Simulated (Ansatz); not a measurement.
Crystal: Zn.

```
Zn
1.0
     3.77113    0.00000    0.00000
     0.00000    3.77113    0.00000
     0.00000    0.00000    3.77113
Zn
3
Direct
  0.00000 0.50000 0.50000
  0.50000 0.00000 0.50000
  0.50000 0.50000 0.00000
```

The cell was built by a generator and needn't be a form met in nature.

Base run:

| Property | Result |
| --- | --- |
| Program | Ansatz 0.2.0 |
| Functional | LDA |
| Potentials or basis | Ansatz PAW |
| Cutoff | 420 eV |
| Density cutoff | 1680 eV |
| k mesh | 7 × 7 × 7 |
| Occupations | fermi-dirac, width 0.05 eV |
| Spin | no spin polarisation |

Its results: band gap on the k mesh none (metal or under the smearing width); pressure -7.2 GPa.

The run is repeated on the same cell with these changes: functional from LDA to PBE. What comes out?

Band gap on the k mesh none (metal or under the smearing width); pressure -0.5 GPa.

PBE binds less tightly than LDA, so the same cell stands under more pressure.

Caveats: the PAW data sets come from PBE, with cores solved anew for the run's functional, which leaves a small shift of forces and pressure (some runs).

Not every run made on this cell is shown here.
